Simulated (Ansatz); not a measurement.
# Electron–phonon coupling and T_c of K — Ansatz, plane waves and PAW

Space group Im-3m (No. 229), 1 atom in the cell of the first input below: a = 4.523 Å, b = 4.523 Å, c = 4.523 Å, α = 109.47°, β = 109.47°, γ = 109.47°.

The cell was built from a prototype of a structure type listed for this element, relaxed without spin–orbit coupling to zero pressure (pressure 0.0 GPa with this functional, without spin–orbit coupling). Functional: PBEsol.

Input:

```yaml
crystal:
  lattice:
    - [-2.6115086741, 2.6115086741, 2.6115086741]
    - [2.6115086741, -2.6115086741, 2.6115086741]
    - [2.6115086741, 2.6115086741, -2.6115086741]
  atoms:
    - { symbol: K, position: [0.0, 0.0, 0.0] }
basis:
  ecutwfc: 420
  ecutrho_ratio: 4
kpoints:
  mp_grid: { grid: [12, 12, 12] }
hamiltonian:
  xc: pbesol
scf:
  occupations: { method: methfessel_paxton, width: 0.2 }
output: {}
phonons:
  supercell: [3, 3, 3]
  qpath:
    path:
      - [[0.0, 0.0, 0.0], [0.5, -0.5, 0.5], [0.0, 0.0, 0.5], [0.0, 0.0, 0.0], [0.25, 0.25, 0.25], [0.5, -0.5, 0.5]]
      - [[0.25, 0.25, 0.25], [0.0, 0.0, 0.5]]
    npoints: 6
  electrical_resistivity: { mesh: [24, 24, 24], temperatures: [50, 100, 200, 300, 500] }
  superconductivity: { mesh: [24, 24, 24], eliashberg_equations: false }
```

```bash
ansatz run input.yaml --threads 8 --pin off --max-ram 15360MiB --backend cpu --events-out ev --progress --plain --runs-dir out
```

Time: 3 min on 8 threads of Arm Neoverse V2, on a shared host, peak memory 14 GiB.

On the finest mesh λ = 0.1332, ω_log = 5.984 meV, N(E_F) = 0.384 states per eV, spin and cell. λ by mesh: 24×24×24 0.133, 12×12×12 0.135, 6×6×6 0.137. ω_log by mesh: 5.98, 6.09, 6.33 meV.

**Question.** What T_c does McMillan's formula in the Allen–Dynes form give for μ* = 0.10?

**Answer.** T_c = (ω_log/1.2) exp[−1.04(1+λ)/(λ − μ*(1+0.62λ))] = (69.44 K/1.2) × exp(−1.1785/0.0249) = a value under 10^-18 K, that is no superconductivity at this level.

Caveats: small supercell, couplings not converged in it.

The coupling λ = 0.1332 only narrowly exceeds the Coulomb term in the exponent, so phonon-mediated attraction and residual repulsion almost cancel. This agrees with the absence of observed superconductivity in bcc potassium at ambient pressure. The weak coupling reflects a nearly free-electron metal: a single s electron per atom moves in a smooth, well-screened ionic potential, and ionic displacements scatter it only weakly. The soft lattice favours a larger λ for given matrix elements, but evidently does not compensate for their smallness.

From the coarsest to the finest mesh, both λ and ω_log fall, and both changes lower T_c. Near this cancellation, however, the exponent magnifies small changes in λ or μ* enormously, so the tiny T_c is not a meaningful transition temperature. A modestly larger μ* would remove the net attraction in the formula altogether. The result supports weak conventional pairing in the bcc phase at zero pressure, but can't be carried over to compressed potassium, where s–d transfer alters the electronic states and their coupling.
